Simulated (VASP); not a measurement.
# W (P6/mmm) in VASP: notebook

Runs on W. Level: PBE. Tasks: single point.

Program: VASP 6.6.1. These are calculated values, not measurements. Logs are shortened: lines on timing, memory, paths and dates and some standing lists are left out, and cuts for length are marked.

### 1 Starting point

It takes space group P6/mmm (No. 191, hexagonal). Conventional cell: a = 4.687 Å, b = 4.687 Å, c = 2.609 Å, α = 90.00°, β = 90.00°, γ = 120.00°. W (site symmetry 6/mmm) is surrounded by 2 W at 2.61 Å. W (site symmetry -6m2) is surrounded by 5 W at 2.61 to 2.71 Å.

This isn't the form of W at room conditions, which is bcc.

### 2 Single point, PBE

Contents of INCAR:

```
ALGO     = Normal         # electronic algorithm
EDIFF    = 1E-6           # SCF threshold, eV
ENCUT    = 520            # plane-wave cutoff, eV
GGA      = PE             # functional
ISIF     = 2              # what is computed and relaxed
ISMEAR   = -1             # smearing method
LASPH    = True           # aspherical terms in the spheres
LCHARG   = False          # write CHGCAR
LREAL    = False          # projectors in reciprocal space
LWAVE    = False          # write WAVECAR
NBANDS   = 28             # bands
NELM     = 100            # most SCF steps
PREC     = Accurate       # precision mode
SIGMA    = 0.08           # smearing width, eV
```

Contents of KPOINTS:

```
k-points
0
Gamma
  8 8 11
```

Contents of POSCAR:

```
W
1.0
    4.6872339613      0.0000000000      0.0000000000
   -2.3436169806      4.0592636840      0.0000000000
    0.0000000000      0.0000000000      2.6085327150
W
3
Direct
    0.0000000000      0.0000000000      0.0000000000
    0.3333333333      0.6666666667      0.5000000000
    0.6666666667      0.3333333333      0.5000000000
```

Potentials or basis: VASP PAW PBE potentials, release 64 (W_sv).

On the command line:

```
$ cat potpaw_PBE.64/W_sv/POTCAR > POTCAR
$ mpirun -np 1 vasp_std > vasp.out
```

OUTCAR:

```text
EDIFF = 1E-6
   ENCUT = 520
   GGA = PE
   ISIF = 2
   ISMEAR = -1
   LASPH = True
   LREAL = False
   NELM = 100
   PREC = Accurate

 ion  position               nearest neighbor table
   1  0.000  0.000  0.000-   2 3.00   3 3.00   2 3.00   3 3.00   3 3.00   3 3.00   2 3.00   2 3.00
                             3 3.00   3 3.00   2 3.00   2 3.00
   2  0.333  0.667  0.500-   3 2.71   3 2.71   3 2.71   1 3.00   1 3.00   1 3.00   1 3.00   1 3.00
                             1 3.00
   3  0.667  0.333  0.500-   2 2.71   2 2.71   2 2.71   1 3.00   1 3.00   1 3.00   1 3.00   1 3.00
                             1 3.00

  LATTYP: Found a hexagonal cell.
 ALAT       =     4.6872339613
 C/A-ratio  =     0.5565185644

  Lattice vectors:

 A1 = (   4.6872339613,   0.0000000000,   0.0000000000)
 A2 = (  -2.3436169806,   4.0592636840,   0.0000000000)
 A3 = (   0.0000000000,   0.0000000000,   2.6085327150)

Analysis of symmetry for initial positions (statically):
=====================================================================
 Subroutine PRICEL returns:
 Original cell was already a primitive cell.

 Routine SETGRP: Setting up the symmetry group for a
 hexagonal supercell.

 Subroutine GETGRP returns: Found 24 space group operations
 (whereof 24 operations were pure point group operations)
 out of a pool of 24 trial point group operations.

The static configuration has the point symmetry D_6h.

Analysis of symmetry for dynamics (positions and initial velocities):
=====================================================================
 Subroutine PRICEL returns:
 Original cell was already a primitive cell.

 Routine SETGRP: Setting up the symmetry group for a
 hexagonal supercell.

 Subroutine GETGRP returns: Found 24 space group operations
 (whereof 24 operations were pure point group operations)
 out of a pool of 24 trial point group operations.

The dynamic configuration has the point symmetry D_6h.

 Subroutine INISYM returns: Found 24 space group operations
 (whereof 24 operations are pure point group operations),
 and found     1 'primitive' translations

----------------------------------------------------------------------------------------

                                     Primitive cell

  volume of cell :      49.6318

  direct lattice vectors                    reciprocal lattice vectors
     4.687233961  0.000000000  0.000000000     0.213345442  0.123175048  0.000000000
    -2.343616981  4.059263684  0.000000000     0.000000000  0.246350096  0.000000000
[... 88 lines left out ...]
   LREAL  =      F    real-space projection
   EDIFFG = 0.1E-04   stopping-criterion for IOM
   NSW    =      0    number of steps for IOM
   IBRION =     -1    ionic relax: 0-MD 1-quasi-New 2-CG
   NFREE  =      0    steps in history (QN), initial steepest desc. (CG)
   ISIF   =      2    stress and relaxation
   ISYM   =      2    0-nonsym 1-usesym 2-fastsym
   POTIM  = 0.5000    time-step for ionic-motion
   TEBEG  =    0.0;   TEEND  =   0.0 temperature during run
   PSTRESS=    0.0 pullay stress
   NELECT =      42.0000    total number of electrons
   NUPDOWN=      -1.0000    fix difference up-down
   EMIN   =  10.00;   EMAX   =-10.00  energy-range for DOS
   EFERMI =   0.00;   METHOD = LEGACY
   ISMEAR =    -1;   SIGMA  =   0.08  broadening in eV -4-tet -1-fermi 0-gaus
   EFERMI_NEDOS =   21; number of points for ismear=-14 and -15
   IALGO  =     38    algorithm
   IMIX   =      4    mixing-type and parameters
     AMIX     =   0.40;   BMIX     =  1.00
     AMIX_MAG =   1.60;   BMIX_MAG =  1.00
  volume/ion in A,a.u.               =      16.54       111.64
  Fermi-wavevector in a.u.,A,eV,Ry     =   1.548476  2.926196 32.623757  2.397779
  Thomas-Fermi vector in A             =   2.653421
   LORBIT       =      0    0 simple, 1 ext, 2 COOP (PROOUT), +10 PAW based schemes
   GGA     = PE    functional components
   LHFCALC =     F    Hartree Fock is set to
   AEXX    =    0.0000 exact exchange contribution
   IVDW    =     0    specifies the selected vdW correction
   LEPSILON=     F    determine dielectric tensor
   LRPA    =     F    only Hartree local field effects (RPA)
 non-spin polarized calculation
  energy-cutoff  :      520.00
  volume of cell :       49.63
 maximum number of plane-waves:      1352
 NGX is ok and might be reduce to    36

 number of electron      42.0000000 magnetization

 Free energy of the ion-electron system (eV)
  ---------------------------------------------------
  ext. energy  EPLUGINS =         0.00000000
  ---------------------------------------------------
  free energy    TOTEN  =       -37.25699935 eV

  energy without entropy =      -37.16590192  energy(sigma->0) =      -37.21145064

 E-fermi :  10.6098     XC(G=0): -13.3735

 val. band max:       10.6088560375   @ k =   0.5000   0.0000   0.2727
 cond. band min:      10.6098752883   @ k =   0.2500   0.0000   0.4545
 fundamental gap:      0.0010192507
 Fermi energy:        10.6097827715

 k-point     1 :       0.0000    0.0000    0.0000
  band No.  band energies     occupation
      1     -63.3894      2.00000
      2     -63.2319      2.00000
      3     -63.1374      2.00000
      4     -27.7691      2.00000
      5     -27.7691      2.00000
      6     -27.7101      2.00000
[... 733 lines left out ...]
     27      13.7871      0.00000
     28      15.2006      0.00000

 [... further k-points ...]

------------------------ aborting loop because EDIFF is reached ----------------------------------------

  FORCE on cell =-STRESS in cart. coord.  units (eV):
  Direction    XX          YY          ZZ          XY          YZ          ZX
  --------------------------------------------------------------------------------------
  -------------------------------------------------------------------------------------
  Total        0.1147365      0.1147365      0.2755823      0.0000000     -0.0000000     -0.0000000
  in kB        3.7038383      3.7038383      8.8961433      0.0000000     -0.0000000     -0.0000000
  external PRESSURE =       5.4346066 kB  Pullay stress =       0.0000000 kB

 VOLUME and BASIS-vectors are now :
 -----------------------------------------------------------------------------
  energy-cutoff  :      520.00
  volume of cell :       49.63
      direct lattice vectors                 reciprocal lattice vectors
     4.687233961  0.000000000  0.000000000     0.213345442  0.123175048  0.000000000
    -2.343616981  4.059263684  0.000000000     0.000000000  0.246350096  0.000000000
     0.000000000  0.000000000  2.608532715     0.000000000  0.000000000  0.383357278

 POSITION                                       TOTAL-FORCE (eV/Angst)
 -----------------------------------------------------------------------------------
      0.00000      0.00000      0.00000         0.000000      0.000000      0.000000
     -0.00000      2.70618      1.30427        -0.000000      0.000000     -0.000000
      2.34362      1.35309      1.30427         0.000000      0.000000      0.000000
 -----------------------------------------------------------------------------------
    total drift:                                0.000000      0.000000     -0.000000

  FREE ENERGIE OF THE ION-ELECTRON SYSTEM (eV)
  ---------------------------------------------------
  free  energy   TOTEN  =       -37.2569993538 eV

  energy  without entropy=      -37.1659019162  energy(sigma->0) =      -37.21145064
```

OSZICAR:

```text
N       E                     dE             d eps       ncg     rms          rms(c)
DAV:   1     0.478761741540E+03    0.47876E+03   -0.24134E+04  3368   0.175E+03
DAV:   2    -0.176424359546E+02   -0.49640E+03   -0.48664E+03  3500   0.533E+02
DAV:   3    -0.385631851630E+02   -0.20921E+02   -0.20261E+02  4080   0.105E+02
DAV:   4    -0.390001466235E+02   -0.43696E+00   -0.43295E+00  3912   0.142E+01
DAV:   5    -0.390060296429E+02   -0.58830E-02   -0.58781E-02  3752   0.181E+00    0.333E+01
DAV:   6    -0.376114092098E+02    0.13946E+01   -0.20516E+00  3680   0.118E+01    0.132E+01
DAV:   7    -0.372754883484E+02    0.33592E+00   -0.11515E+00  3884   0.795E+00    0.100E+00
DAV:   8    -0.372650545083E+02    0.10434E-01   -0.80632E-02  3944   0.276E+00    0.800E-01
DAV:   9    -0.372569791460E+02    0.80754E-02   -0.15891E-02  3884   0.129E+00    0.119E-01
DAV:  10    -0.372570158627E+02   -0.36717E-04   -0.72999E-04  3776   0.253E-01    0.590E-02
DAV:  11    -0.372570031847E+02    0.12678E-04   -0.30396E-05  3928   0.454E-02    0.330E-02
DAV:  12    -0.372569997127E+02    0.34720E-05   -0.86381E-06  3660   0.261E-02    0.271E-03
DAV:  13    -0.372569993538E+02    0.35882E-06   -0.53776E-07  1892   0.617E-03
   1 F= -.37256999E+02 E0= -.37211451E+02  d E =-.910974E-01
```

stdout:

```text
POSCAR found type information on POSCAR W
 POSCAR found :  1 types and       3 ions
 scaLAPACK will be used
 LDA part: xc-table for (Slater+PW92), standard interpolation
 POSCAR, INCAR and KPOINTS ok, starting setup
 FFT: planning ... GRIDC
 FFT: planning ... GRID_SOFT
 FFT: planning ... GRID
 WAVECAR not read
 entering main loop
```

Wall time 38 s (1 thread of Intel Xeon Platinum 8488C (Sapphire Rapids), shared host); peak memory 0.2 GiB.

Results:

```yaml
Free_energy: -37.2570 eV
Pressure: 0.5 GPa
Band_gap_on_the_k_mesh: none (metal or under the smearing width)
```

Levels at points of the mesh, in eV from the Fermi level:
```tsv
k point	band 17	band 18	band 19	band 20	band 21	band 22	band 23	band 24	band 25	band 26
(0.00, 0.00, 0.00)	-2.47	-2.43	-2.43	-2.23	-0.28	-0.28	2.17	2.17	2.21	2.21
(0.50, 0.00, 0.00)	-3.11	-2.74	-2.18	-2.08	0.31	1.02	2.38	2.40	2.45	3.09
```

### 3 Single point, PBE (volume scaled by 0.65)

Contents of INCAR:

```
PREC = Accurate ; ENCUT = 520
EDIFF = 1E-7 ; ISMEAR = -1
SIGMA = 0.08 ; LREAL = F
LASPH = T ; NELM = 100
ALGO = Normal ; ISIF = 2
LWAVE = F ; LCHARG = F
GGA = PE ; NBANDS = 28
```

Contents of KPOINTS:

```
regular mesh
0
Gamma
  8 8 11
```

Contents of POSCAR:

```
W
1.0
    4.0305788976      0.0000000000      0.0000000000
   -2.0152894488      3.4905837173      0.0000000000
    0.0000000000      0.0000000000      2.2930211170
W
3
Direct
    0.0000000000      0.0000000000      0.0000000000
    0.3333333333      0.6666666667      0.5000000000
    0.6666666667      0.3333333333      0.5000000000
```

Potentials or basis: VASP PAW PBE potentials, release 64 (W_sv).

On the command line:

```
$ cat potpaw_PBE.64/W_sv/POTCAR > POTCAR
$ mpirun -np 1 vasp_std > vasp.out
```

OUTCAR:

```text
PREC = Accurate
   ENCUT = 520
   EDIFF = 1E-7
   ISMEAR = -1
   LREAL = F
   LASPH = T
   NELM = 100
   ISIF = 2
   GGA = PE

 ion  position               nearest neighbor table
   1  0.000  0.000  0.000-   2 2.59   3 2.59   2 2.59   3 2.59   3 2.59   3 2.59   2 2.59   2 2.59
                             3 2.59   3 2.59   2 2.59   2 2.59
   2  0.333  0.667  0.500-   3 2.33   3 2.33   3 2.33   1 2.59   1 2.59   1 2.59   1 2.59   1 2.59
                             1 2.59   3 3.27   3 3.27   3 3.27   3 3.27   3 3.27   3 3.27
   3  0.667  0.333  0.500-   2 2.33   2 2.33   2 2.33   1 2.59   1 2.59   1 2.59   1 2.59   1 2.59
[... 947 lines left out ...]
  -------------------------------------------------------------------------------------
  Total       58.0885825     58.0885825     58.7487242      0.0000000      0.0000000      0.0000000
  in kB     2884.8804570   2884.8804570   2917.6653853      0.0000000      0.0000000      0.0000000
  external PRESSURE =    2895.8087664 kB  Pullay stress =       0.0000000 kB

 VOLUME and BASIS-vectors are now :
 -----------------------------------------------------------------------------
  energy-cutoff  :      520.00
  volume of cell :       32.26
      direct lattice vectors                 reciprocal lattice vectors
     4.030578898  0.000000000  0.000000000     0.248103319  0.143242518  0.000000000
    -2.015289449  3.490583717  0.000000000     0.000000000  0.286485035  0.000000000
     0.000000000  0.000000000  2.293021117     0.000000000  0.000000000  0.436105883

 POSITION                                       TOTAL-FORCE (eV/Angst)
 -----------------------------------------------------------------------------------
      0.00000      0.00000      0.00000         0.000000      0.000000      0.000000
     -0.00000      2.32706      1.14651        -0.000000     -0.000000      0.000000
      2.01529      1.16353      1.14651         0.000000      0.000000      0.000000
 -----------------------------------------------------------------------------------
    total drift:                               -0.000000      0.000000      0.000000

  FREE ENERGIE OF THE ION-ELECTRON SYSTEM (eV)
  ---------------------------------------------------
  free  energy   TOTEN  =       -26.3167507687 eV

  energy  without entropy=      -26.2572043621  energy(sigma->0) =      -26.28697757
```

OSZICAR:

```text
N       E                     dE             d eps       ncg     rms          rms(c)
DAV:   1     0.484660411394E+03    0.48466E+03   -0.23305E+04  3368   0.188E+03
DAV:   2    -0.689901983000E+01   -0.49156E+03   -0.47988E+03  3548   0.562E+02
DAV:   3    -0.272457008561E+02   -0.20347E+02   -0.19874E+02  3808   0.113E+02
DAV:   4    -0.274957836877E+02   -0.25008E+00   -0.24924E+00  3672   0.121E+01
DAV:   5    -0.274978259490E+02   -0.20423E-02   -0.20421E-02  3612   0.120E+00    0.743E+01
DAV:   6    -0.266769947867E+02    0.82083E+00   -0.49392E-01  3624   0.713E+00    0.394E+01
DAV:   7    -0.263266512182E+02    0.35034E+00   -0.56934E-01  3576   0.659E+00    0.766E-01
DAV:   8    -0.263189890889E+02    0.76621E-02   -0.40374E-02  3656   0.263E+00    0.624E-01
DAV:   9    -0.263167019447E+02    0.22871E-02   -0.64196E-03  3588   0.957E-01    0.823E-02
DAV:  10    -0.263167514825E+02   -0.49538E-04   -0.15707E-04  3608   0.127E-01    0.257E-02
DAV:  11    -0.263167511910E+02    0.29147E-06   -0.26650E-05  3672   0.473E-02    0.293E-02
DAV:  12    -0.263167513737E+02   -0.18270E-06   -0.17301E-06  3524   0.130E-02    0.325E-03
DAV:  13    -0.263167507783E+02    0.59539E-06   -0.89238E-08  1956   0.331E-03    0.423E-04
DAV:  14    -0.263167507687E+02    0.96861E-08   -0.81883E-09  1776   0.906E-04
   1 F= -.26316751E+02 E0= -.26286978E+02  d E =-.595464E-01
```

stdout:

```text
POSCAR found type information on POSCAR W
 POSCAR found :  1 types and       3 ions
 scaLAPACK will be used
 LDA part: xc-table for (Slater+PW92), standard interpolation
 POSCAR, INCAR and KPOINTS ok, starting setup
 FFT: planning ... GRIDC
 FFT: planning ... GRID_SOFT
 FFT: planning ... GRID
 WAVECAR not read
 entering main loop
```

Wall time 32 s (1 thread of Intel Xeon Platinum 8488C (Sapphire Rapids), shared host); peak memory 0.17 GiB.

What came out:

```
Free energy            : -26.3168 eV
Pressure               : 289.6 GPa
Band gap on the k mesh : none (metal or under the smearing width)
```

Levels at points of the mesh, in eV from the Fermi level:
| k point | band 17 | band 18 | band 19 | band 20 | band 21 | band 22 | band 23 | band 24 | band 25 | band 26 |
| --- | --- | --- | --- | --- | --- | --- | --- | --- | --- | --- |
| (0.00, 0.00, 0.00) | -3.22 | -3.22 | -3.13 | -3.13 | -1.09 | -1.09 | 2.38 | 2.38 | 2.40 | 2.40 |
| (0.50, 0.00, 0.00) | -5.16 | -4.86 | -4.18 | -3.06 | 0.25 | 2.82 | 2.92 | 2.97 | 4.01 | 4.90 |

Caveat: the cell as given lies far from equilibrium; so large a pressure means that the cell lies far from this level's equilibrium, or that cutoff or potentials fall short.
